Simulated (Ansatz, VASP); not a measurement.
# Cross-check of Si54C53F (F_C) between VASP and Ansatz

One calculation is typed for both programs; each brings its own data sets. How far apart do they land? Of the first pair: The structure shown is the start of the Ansatz relaxation below; VASP solves that cell, so the two are compared at the walk's first step.

Calculated with Ansatz 0.2.0; plane waves, with VASP 6.6.1 beside it; single point at r2SCAN.

**1. The structure**

The cell holds 108 atoms: 54 Si, 53 C and 1 F. Cell: a = 9.236 Å, b = 9.236 Å, c = 15.108 Å, α = 90.0°, β = 90.0°, γ = 120.0°. It derives from SiC (SiC (P6_3mc)). Nearest the centre at fractional (0.556, 0.444, 0.542): F108 at 0.05 Å, Si29 at 1.84 Å, Si27 at 1.89 Å, Si53 at 1.89 Å, Si47 at 1.93 Å, C98 at 3.04 Å, C65 at 3.05 Å, C59 at 3.06 Å. The cell carries charge −1.

**2. Ansatz: relaxation, r2SCAN**

Ansatz runs on its PAW soft_1 files.

The two programs are compared at the cell with which this relaxation starts, whose forces are those of its first step.

File input.yaml:

```yaml
crystal:
  lattice:
    - [9.23599493, 0.0, 0.0]
    - [-4.61799746, 7.99860624, 0.0]
    - [0.0, 0.0, 15.1078644]
  atoms:
    - { symbol: Si, position: [0.11111111, 0.22222222, 0.8329854] }
    - { symbol: Si, position: [0.22222222, 0.11111111, 0.3329854] }
    - { symbol: Si, position: [0.22222222, 0.11111111, 0.66650102] }
[... 1 atom line left out ...]
    - { symbol: Si, position: [0.0, 0.0, 0.49972248] }
[... 2 atom lines left out ...]
    - { symbol: C, position: [0.0, 0.0, 0.37436694] }
    - { symbol: C, position: [0.11111111, 0.22222222, 0.70799668] }
[... 1 atom line left out ...]
    - { symbol: C, position: [0.22222222, 0.11111111, 0.54152848] }
[... 5 atom lines left out ...]
    - { symbol: Si, position: [0.0, 0.33333333, 0.49972248] }
[... 1 atom line left out ...]
    - { symbol: C, position: [0.0, 0.33333333, 0.87436694] }
    - { symbol: C, position: [0.0, 0.33333333, 0.37436694] }
    - { symbol: C, position: [0.11111111, 0.55555556, 0.70799668] }
[... 1 atom line left out ...]
    - { symbol: C, position: [0.22222222, 0.44444444, 0.54152848] }
[... 1 atom line left out ...]
    - { symbol: Si, position: [0.11111111, 0.88888889, 0.8329854] }
    - { symbol: Si, position: [0.22222222, 0.77777778, 0.3329854] }
    - { symbol: Si, position: [0.22222222, 0.77777778, 0.66650102] }
[... 1 atom line left out ...]
    - { symbol: Si, position: [0.0, 0.66666667, 0.49972248] }
[... 2 atom lines left out ...]
    - { symbol: C, position: [0.0, 0.66666667, 0.37436694] }
    - { symbol: C, position: [0.11111111, 0.88888889, 0.70799668] }
[... 1 atom line left out ...]
    - { symbol: C, position: [0.22222222, 0.77777778, 0.54152848] }
[... 5 atom lines left out ...]
    - { symbol: Si, position: [0.33333333, 0.0, 0.49972248] }
[... 1 atom line left out ...]
    - { symbol: C, position: [0.33333333, 0.0, 0.87436694] }
    - { symbol: C, position: [0.33333333, 0.0, 0.37436694] }
    - { symbol: C, position: [0.44444444, 0.22222222, 0.70799668] }
[... 1 atom line left out ...]
    - { symbol: C, position: [0.55555556, 0.11111111, 0.54152848] }
[... 2 atom lines left out ...]
    - { symbol: Si, position: [0.55555556, 0.44444444, 0.3329854] }
    - { symbol: Si, position: [0.55555556, 0.44444444, 0.66650102] }
[... 1 atom line left out ...]
    - { symbol: Si, position: [0.33333333, 0.33333333, 0.49972248] }
[... 3 atom lines left out ...]
    - { symbol: C, position: [0.44444444, 0.55555556, 0.70799668] }
[... 1 atom line left out ...]
    - { symbol: F, position: [0.55555556, 0.44444444, 0.54152848] }
[... 5 atom lines left out ...]
    - { symbol: Si, position: [0.33333333, 0.66666667, 0.49972248] }
[... 2 atom lines left out ...]
    - { symbol: C, position: [0.33333333, 0.66666667, 0.37436694] }
[... 5 atom lines left out ...]
    - { symbol: Si, position: [0.88888889, 0.11111111, 0.3329854] }
    - { symbol: Si, position: [0.88888889, 0.11111111, 0.66650102] }
[... 1 atom line left out ...]
    - { symbol: Si, position: [0.66666667, 0.0, 0.49972248] }
[... 2 atom lines left out ...]
    - { symbol: C, position: [0.66666667, 0.0, 0.37436694] }
    - { symbol: C, position: [0.77777778, 0.22222222, 0.70799668] }
[... 3 atom lines left out ...]
    - { symbol: Si, position: [0.77777778, 0.55555556, 0.8329854] }
[... 2 atom lines left out ...]
    - { symbol: Si, position: [0.77777778, 0.55555556, 0.16650102] }
[... 3 atom lines left out ...]
    - { symbol: C, position: [0.66666667, 0.33333333, 0.37436694] }
[... 4 atom lines left out ...]
    - { symbol: Si, position: [0.77777778, 0.88888889, 0.8329854] }
    - { symbol: Si, position: [0.88888889, 0.77777778, 0.3329854] }
[... 1 atom line left out ...]
    - { symbol: Si, position: [0.77777778, 0.88888889, 0.16650102] }
[... 2 atom lines left out ...]
    - { symbol: C, position: [0.66666667, 0.66666667, 0.87436694] }
    - { symbol: C, position: [0.66666667, 0.66666667, 0.37436694] }
[... 1 atom line left out ...]
    - { symbol: C, position: [0.88888889, 0.77777778, 0.20799668] }
[... 1 atom line left out ...]
    - { symbol: C, position: [0.77777778, 0.88888889, 0.04152848] }
  host:
    repeats: [3, 3, 1]
    atoms:
      - { symbol: Si, position: [0.33333333, 0.66666667, 0.8329854] }
      - { symbol: Si, position: [0.66666667, 0.33333333, 0.3329854] }
      # ... 10 more atoms of the perfect host
total_charge: -1
basis:
  ecutwfc: 500
  xc_grid: 2
hamiltonian:
  xc: r2scan
  pseudopotentials: { kind: paw, azcp: { folder: soft_1 } }
kpoints:
  mp_grid: { grid: [1, 1, 1], shift: [0.25, 0.25, 0.25] }
scf:
  occupations: { method: fixed }
  max_iter: 100
output:
  forces: true
  charged_corrections:
    epsilon: [7.09, 7.09, 7.35]
    static_epsilon: [10.43, 10.43, 10.95]
    defect_position: [0.555556, 0.444444, 0.541528]
relax:
  f_tol: 0.02
  max_steps: 80
  random_displacement: { amplitude: 0.05, seed: 4375 }
checkpoint:
  write: "../qm1.relax.run"
  compress: false
  write_wavefunctions: true
  write_every: 100000
```

Command:

```
ansatz run input.yaml --threads 4 --pin off --max-ram 15073MiB --backend cpu --events-out ev --progress --plain --runs-dir out
```

Numbers of over 12 decimals in the logs are rounded to 6 here.

Log:

```text
Engine: ansatz 0.2.0, aarch64-unknown-linux-gnu
Pseudopotentials: kind: paw
Pseudopotential: Si, paw, valence charge 4, recommended cutoff 500 eV (meta_gga), soft_1/Si.paw.azcp
Pseudopotential: C, paw, valence charge 4, recommended cutoff 500 eV (meta_gga), soft_1/C.paw.azcp
Pseudopotential: F, paw, valence charge 7, recommended cutoff 500 eV (meta_gga), soft_1/F.paw.azcp
Functional definition: r2SCAN
  parameter k0 = 0.174
  parameter k1 = 0.065
  parameter a1 = 4.9479
  exchange = r2scan_x(k0 = k0, k1 = k1, a1 = a1)
  correlation = r2scan_c
Crystal: 108 atoms, lattice volume = 1116.095 Å³
Basis set: ecut = 500 eV, 28399 PW (Γ), exchange–correlation on 144×144×240 points (8 copies of the dense FFT grid, shifted against one another)
Bands: 326, of which v1, the nominal top of the filled ones, is band 218 counted from 1 (217 counted from 0)
Symmetry: 1 space group operations
k-points: 1
Non-local potential: Si, projectors of the file, l = 0: 2, l = 1: 2, l = 2: 1
Non-local potential: C, projectors of the file, l = 0: 2, l = 1: 2, l = 2: 1
Non-local potential: F, projectors of the file, l = 0: 2, l = 1: 2, l = 2: 1
PAW form: soft (Blöchl's): semilocal exchange-correlation on the pseudo side does not see the compensation charge
PAW frozen core: Si, regenerated for the run's functional (the file was generated under x = pbe(κ = 0.804, μ = 0.219515), c = pbe(β = 0.066725))
PAW frozen core: C, regenerated for the run's functional (the file was generated under x = pbe(κ = 0.804, μ = 0.219515), c = pbe(β = 0.066725))
PAW frozen core: F, regenerated for the run's functional (the file was generated under x = pbe(κ = 0.804, μ = 0.219515), c = pbe(β = 0.066725))
PAW one-centre angular grid: Si, 302 points (default); XC on 160 Gauss nodes
PAW one-centre angular grid: C, 302 points (default); XC on 219 of its mesh's 2255 points in the sphere
PAW one-centre angular grid: F, 302 points (default); XC on 160 Gauss nodes
Initial density: superposition of atomic densities (chi_scale 0.1, normalization cell, long waves 6 % of neutral atoms scaled as one to the charged cell's electrons (reshape's long-wave potential 1.06 eV rms, cloud 1.87 Å wide))
Initial wavefunctions: pseudopotential atomic-orbital guess
Functional: x = r2scan, c = r2scan; τ floored in thin density (d = 2e-4 eV/Å³)
SCF iter   1: F=—  HF=-48767.503794 eV  |F-HF|=—  |Δ(HF+E_count)|=         —  Δρ=1.60e-1  dr2=4.73e2  dr2_τ=3.03e1  ethr=3.10e-3  ⟨swp⟩=5.0  Hψ=1118  notcnv=0  defer=104
preconditioner: auto → Resta (q_TF=auto, 2.333 Å⁻¹)  ε∞=3.9  [insulator: Δε(μ)=0.454 eV  Ē_g=13.589 eV  n_scr=244 (ndim 8)  ℏωp=23.2 eV  f_vac=0.000  ε∞_Penn≈3.9]
SCF iter   2: F=—  HF=-48675.174060 eV  |F-HF|=—  |Δ(HF+E_count)|=    9.23e1  Δρ=7.41e-2  dr2=5.07e1  dr2_τ=6.14e0  ethr=3.10e-3  ⟨swp⟩=10.0  Hψ=1699  notcnv=0  defer=106
SCF iter   3: F=—  HF=-48668.982768 eV  |F-HF|=—  |Δ(HF+E_count)|=    6.19e0  Δρ=2.79e-2  dr2=7.95e0  dr2_τ=4.28e-1  ethr=3.10e-3  ⟨swp⟩=7.0  Hψ=1136  notcnv=0  defer=107
SCF iter   4: F=—  HF=-48669.758466 eV  |F-HF|=—  |Δ(HF+E_count)|=   7.76e-1  Δρ=1.08e-2  dr2=1.62e0  dr2_τ=4.72e-2  ethr=1.82e-3  ⟨swp⟩=5.0  Hψ=361  notcnv=0  defer=106
SCF iter   5: F=—  HF=-48669.986841 eV  |F-HF|=—  |Δ(HF+E_count)|=   2.28e-1  Δρ=5.47e-3  dr2=2.08e0  dr2_τ=1.84e-2  ethr=3.71e-4  ⟨swp⟩=5.0  Hψ=571  notcnv=0  defer=106
SCF iter   6: F=—  HF=-48669.868186 eV  |F-HF|=—  |Δ(HF+E_count)|=   1.19e-1  Δρ=1.48e-3  dr2=1.09e-1  dr2_τ=8.90e-4  ethr=3.71e-4  ⟨swp⟩=6.0  Hψ=451  notcnv=0  defer=106
SCF iter   7: F=—  HF=-48669.864363 eV  |F-HF|=—  |Δ(HF+E_count)|=   3.82e-3  Δρ=4.34e-4  dr2=4.25e-3  dr2_τ=1.32e-4  ethr=2.50e-5  ⟨swp⟩=7.0  Hψ=457  notcnv=0  defer=106
SCF iter   8: F=—  HF=-48669.864477 eV  |F-HF|=—  |Δ(HF+E_count)|=   1.14e-4  Δρ=1.85e-4  dr2=9.95e-4  dr2_τ=2.22e-5  ethr=9.75e-7  ⟨swp⟩=4.0  Hψ=539  notcnv=0  defer=106
SCF iter   9: F=—  HF=-48669.864434 eV  |F-HF|=—  |Δ(HF+E_count)|=   4.30e-5  Δρ=5.41e-5  dr2=4.42e-5  dr2_τ=1.41e-6  ethr=2.28e-7  ⟨swp⟩=3.0  Hψ=444  notcnv=0  defer=106
SCF iter  10: F=-48669.864434 eV  HF=-48669.864439 eV  |F-HF|=5.29e-6  |Δ(HF+E_count)|=   5.12e-6  Δρ=1.87e-5  dr2=8.67e-6  dr2_τ=3.01e-7  ethr=2.29e-9  ⟨swp⟩=9.0  Hψ=1002  notcnv=0
SCF 1 converged in 10 iterations: F = -48669.864434 eV  dr2 = 8.67e-6
  greatest PAW one-centre occupation: 0.961 electrons in one spin orbital (limit 2), on the F atom at site 58 (counted from 0), in its partial waves of l = 0
relax step   1: F+E_penalty+E_count = -48669.86443394 eV  Δ(F+E_penalty+E_count) = +0.000e0 eV  max|allowed force component| = 4.941e0 eV/Å  Δτ_max = 0.0000 Å  (10 SCF iters, dr2 threshold 1.00e-5 eV, accepted)
Initial density: handed on by an earlier stage of this run
Initial wavefunctions: those handed on with the density
iter 1 solved again at ethr=3.14e-4 eV; its pass at ethr=3.10e-3 eV (dr2=1.37e0 eV) is discarded
[...]
- { symbol: Si, position: [0.222050, 0.108779, 0.667436] }
    - { symbol: Si, position: [0.111375, 0.222409, 0.165988] }
    - { symbol: Si, position: [0.00241851, 0.00695156, 0.498374] }
    - { symbol: Si, position: [0.00109397, -0.000149219, 0.999010] }
    - { symbol: C, position: [0.00156922, -0.000391025, 0.874150] }
    - { symbol: C, position: [-0.000809476, -0.000746456, 0.372587] }
    - { symbol: C, position: [0.111940, 0.222201, 0.708011] }
    - { symbol: C, position: [0.222669, 0.110905, 0.206009] }
    - { symbol: C, position: [0.220965, 0.104856, 0.544390] }
    - { symbol: C, position: [0.111395, 0.222042, 0.041390] }
    - { symbol: Si, position: [0.111328, 0.555578, 0.832278] }
    - { symbol: Si, position: [0.221085, 0.445349, 0.330574] }
    - { symbol: Si, position: [0.222065, 0.446391, 0.667422] }
    - { symbol: Si, position: [0.112155, 0.556842, 0.165115] }
    - { symbol: Si, position: [0.00176988, 0.330195, 0.498821] }
    - { symbol: Si, position: [0.0010472, 0.333287, 0.999002] }
    - { symbol: C, position: [0.00162019, 0.333101, 0.874084] }
    - { symbol: C, position: [-0.000923541, 0.335101, 0.372962] }
    - { symbol: C, position: [0.110870, 0.556927, 0.708137] }
    - { symbol: C, position: [0.222736, 0.445756, 0.206214] }
    - { symbol: C, position: [0.220705, 0.450011, 0.544709] }
    - { symbol: C, position: [0.111581, 0.555854, 0.040718] }
    - { symbol: Si, position: [0.111277, 0.887587, 0.832227] }
    - { symbol: Si, position: [0.223995, 0.779378, 0.332684] }
    - { symbol: Si, position: [0.224638, 0.778878, 0.664881] }
    - { symbol: Si, position: [0.112160, 0.888720, 0.165025] }
    - { symbol: Si, position: [0.00705929, 0.671118, 0.499268] }
    - { symbol: Si, position: [0.000341774, 0.666254, 0.998889] }
    - { symbol: C, position: [0.000214379, 0.665630, 0.874206] }
    - { symbol: C, position: [0.00147098, 0.668387, 0.373129] }
    - { symbol: C, position: [0.110733, 0.886618, 0.708176] }
    - { symbol: C, position: [0.223619, 0.778871, 0.207265] }
    - { symbol: C, position: [0.230297, 0.782081, 0.540056] }
    - { symbol: C, position: [0.111775, 0.888473, 0.040660] }
    - { symbol: Si, position: [0.443723, 0.218819, 0.836325] }
    - { symbol: Si, position: [0.556581, 0.111967, 0.332068] }
    - { symbol: Si, position: [0.557597, 0.114569, 0.665004] }
    - { symbol: Si, position: [0.445433, 0.222309, 0.165411] }
    - { symbol: Si, position: [0.337690, 0.00575169, 0.499740] }
    - { symbol: Si, position: [0.333963, -0.0014462, 0.999505] }
    - { symbol: C, position: [0.333411, -0.00326526, 0.875275] }
    - { symbol: C, position: [0.334172, 0.00251479, 0.373633] }
    - { symbol: C, position: [0.441954, 0.216463, 0.713753] }
    - { symbol: C, position: [0.556226, 0.111476, 0.206991] }
    - { symbol: C, position: [0.560284, 0.125387, 0.539484] }
    - { symbol: C, position: [0.445152, 0.221642, 0.040848] }
    - { symbol: Si, position: [0.444011, 0.556828, 0.836384] }
    - { symbol: Si, position: [0.556504, 0.445634, 0.331398] }
[...]
- { symbol: F, position: [0.491419, 0.412490, 0.582294] }
[...]
- { symbol: Si, position: [0.681500, 0.358829, 0.492228] }
    - { symbol: Si, position: [0.667958, 0.333128, 0.999433] }
[...]
- { symbol: C, position: [0.895591, 0.448825, 0.540365] }
    - { symbol: C, position: [0.778124, 0.555459, 0.040758] }
    - { symbol: Si, position: [0.779413, 0.888322, 0.832124] }
    - { symbol: Si, position: [0.891177, 0.779188, 0.330257] }
    - { symbol: Si, position: [0.889577, 0.778162, 0.664668] }
    - { symbol: Si, position: [0.778703, 0.889576, 0.165840] }
    - { symbol: Si, position: [0.681211, 0.657498, 0.492131] }
    - { symbol: Si, position: [0.667879, 0.666976, 0.999488] }
    - { symbol: C, position: [0.668071, 0.666930, 0.875122] }
    - { symbol: C, position: [0.669143, 0.669536, 0.368999] }
    - { symbol: C, position: [0.779120, 0.888315, 0.707869] }
    - { symbol: C, position: [0.890316, 0.778311, 0.205746] }
    - { symbol: C, position: [0.895961, 0.781943, 0.540329] }
    - { symbol: C, position: [0.778816, 0.889338, 0.041093] }
```

**3. VASP: single point, r2SCAN, start cell, pair 1**

The same cell, functional and mesh now go to VASP, with its own data sets.

Lines of VASP's logs that name or quote its potential files are left out, and so is its time.

File INCAR:

```
SYSTEM = Si54C53F
PREC = Accurate
ENCUT = 580
EDIFF = 1E-06
NELM = 120
ISMEAR = 0
SIGMA = 0.01
LREAL = Auto
ALGO = Normal
METAGGA = R2SCAN
LASPH = .TRUE.
NELECT = 436
NBANDS = 296
LORBIT = 11
LWAVE = .FALSE.
LCHARG = .FALSE.
ISIF = 2
ISYM = 0
GGA_COMPAT = .FALSE.
EFERMI = MIDGAP
LMIXTAU = .TRUE.
NCORE = 2
```

File POSCAR:

```
Si54C53F
1.0
    9.2359949282      0.0000000000      0.0000000000
   -4.6179974641      7.9986062370      0.0000000000
    0.0000000000      0.0000000000     15.1078644027
Si C F
54 53 1
Direct
    0.1096778531      0.2189143893      0.8357903317
    0.2188363731      0.1137704461      0.3337980714
    0.2191110923      0.1138372078      0.6653226248
[... 1 atom line left out ...]
    0.9978076072      0.9957096275      0.5021292750
[... 2 atom lines left out ...]
    0.2248993645      0.4440219827      0.3301952458
    0.2195276297      0.4458883078      0.6689517943
[... 1 atom line left out ...]
    0.9946037527      0.3286280037      0.5008560971
[... 5 atom lines left out ...]
    0.9945048356      0.6654500600      0.4984525807
[... 1 atom line left out ...]
    0.4387631724      0.2206346891      0.8341338434
    0.5554875771      0.1158656862      0.3314420137
    0.5530581918      0.1059653363      0.6683795758
[... 1 atom line left out ...]
    0.3280804720      0.9972192655      0.4979308656
[... 1 atom line left out ...]
    0.4495064314      0.5557164421      0.8316925983
    0.5593813477      0.4465141669      0.3303698568
    0.5534080613      0.4484242496      0.6668413703
[... 1 atom line left out ...]
    0.3384704681      0.3343485003      0.5013516006
[... 2 atom lines left out ...]
    0.5574166227      0.7746645874      0.3310179299
    0.5536834431      0.7812233550      0.6648290408
[... 1 atom line left out ...]
    0.3392356090      0.6678651057      0.4995225532
[... 5 atom lines left out ...]
    0.6618924736      0.9999297378      0.4981230834
[... 1 atom line left out ...]
    0.7741734411      0.5493705865      0.8333494175
    0.8833605715      0.4431279519      0.3342515438
    0.8831904159      0.4436741721      0.6669864603
[... 1 atom line left out ...]
    0.6693212919      0.3324776744      0.4970398065
[... 2 atom lines left out ...]
    0.8910498618      0.7819192263      0.3354637601
    0.8866482016      0.7817111900      0.6665140573
[... 1 atom line left out ...]
    0.6655541074      0.6693609913      0.5023026285
[... 3 atom lines left out ...]
    0.1101202671      0.2186608452      0.7053200053
[... 1 atom line left out ...]
    0.2244611123      0.1121792939      0.5384386425
[... 5 atom lines left out ...]
    0.2233702121      0.4400446647      0.5403716755
[... 2 atom lines left out ...]
    0.9979556505      0.6643068608      0.3773857011
[... 5 atom lines left out ...]
    0.3274316389      0.9956197369      0.3750201782
    0.4503583749      0.2234264254      0.7080352798
[... 1 atom line left out ...]
    0.5583199339      0.1130680738      0.5385810187
[... 2 atom lines left out ...]
    0.3298819129      0.3328496142      0.3717140855
    0.4504284599      0.5575862679      0.7087521912
[... 3 atom lines left out ...]
    0.3300513490      0.6606583501      0.3734695950
[... 2 atom lines left out ...]
    0.5553725497      0.7805599895      0.5443315336
[... 3 atom lines left out ...]
    0.7791029894      0.2230257306      0.7112298412
[... 4 atom lines left out ...]
    0.6695791909      0.3367866751      0.3717052159
    0.7765947719      0.5574228644      0.7051154760
[... 1 atom line left out ...]
    0.8891640308      0.4413576435      0.5441829355
[... 2 atom lines left out ...]
    0.6674192715      0.6696400399      0.3714905595
    0.7815995063      0.8942090394      0.7064108279
[... 1 atom line left out ...]
    0.8938161737      0.7770196226      0.5420467633
[... 1 atom line left out ...]
    0.5503900828      0.4416041864      0.5396712456
```

File KPOINTS:

```
Points of the shifted mesh
1
Reciprocal
 0.2500000000  0.2500000000  0.2500000000 1
```

The projector-augmented-wave data sets are Si, C and F (PBE family, release 64).

Command:

```
mpirun -np 8 vasp_std
```

Log:

```text
[banner, memory and clock lines left out]
running    8 mpi-ranks, on    1 nodes
[...]
|                                                                             |
|               ----> ADVICE to this user running VASP <----                  |
|                                                                             |
|     You enforced a specific xc type in the INCAR file but a different       |
|     [... a line on the potential file left out ...]
|     I HOPE YOU KNOW WHAT YOU ARE DOING!                                     |
|                                                                             |

 LDA part: xc-table for (None), standard interpolation
 POSCAR, INCAR and KPOINTS ok, starting setup
[...]
entering main loop
       N       E                     dE             d eps       ncg     rms          rms(c)
DAV:   1     0.127787909912E+04    0.12779E+04   -0.22114E+05   592   0.151E+03
DAV:   2    -0.101996938535E+04   -0.22978E+04   -0.21814E+04   720   0.259E+02
DAV:   3    -0.118312896460E+04   -0.16316E+03   -0.16140E+03   728   0.639E+01
DAV:   4    -0.118674495980E+04   -0.36160E+01   -0.35986E+01   720   0.103E+01
DAV:   5    -0.118684465049E+04   -0.99691E-01   -0.99512E-01   712   0.161E+00BRMIX: very serious problems
 the old and the new charge density differ
 old charge density:   435.00000 new  436.00000
    0.672E+01
DAV:   6    -0.108040930301E+04    0.10644E+03   -0.29707E+02   704   0.244E+01    0.373E+01
DAV:   7    -0.102374224363E+04    0.56667E+02   -0.25051E+01   720   0.892E+00    0.155E+01
DAV:   8    -0.107544322055E+04   -0.51701E+02   -0.15459E+01   632   0.782E+00    0.104E+01
DAV:   9    -0.104345636046E+04    0.31987E+02   -0.50660E+00   640   0.486E+00    0.443E+00
[...]
DAV:  26    -0.102105858352E+04   -0.43198E-05   -0.17269E-06   408   0.303E-03    0.109E-03
DAV:  27    -0.102105858460E+04   -0.10837E-05   -0.64840E-07   344   0.174E-03    0.512E-04
DAV:  28    -0.102105858509E+04   -0.48446E-06   -0.21512E-07   344   0.124E-03
   1 F= -.10210586E+04 E0= -.10210586E+04  d E =-.233317E-84
```

Parts of OUTCAR (step 3):

```text
  FREE ENERGIE OF THE ION-ELECTRON SYSTEM (eV)
  ---------------------------------------------------
  free  energy   TOTEN  =     -1021.0585850880 eV

  energy  without entropy=    -1021.0585850880  energy(sigma->0) =    -1021.05858509
```

The run ends at a pressure of 3.11 GPa, with forces up to 6.0 eV/Å.

[end of part 1 of 2]

[Lines on the potential files, build, host, timing and source positions are cut from VASP's logs without a mark.]

[Logs are printed without paths, hosts, clocks, repeated set-up lines and the standing remarks that a program may print on its own settings, such as how far it seeks lower states.]

[Hosts, paths, dates, database ids (printed as entryN), source tags and the programs' standing remarks are cut or masked in the printed files.]
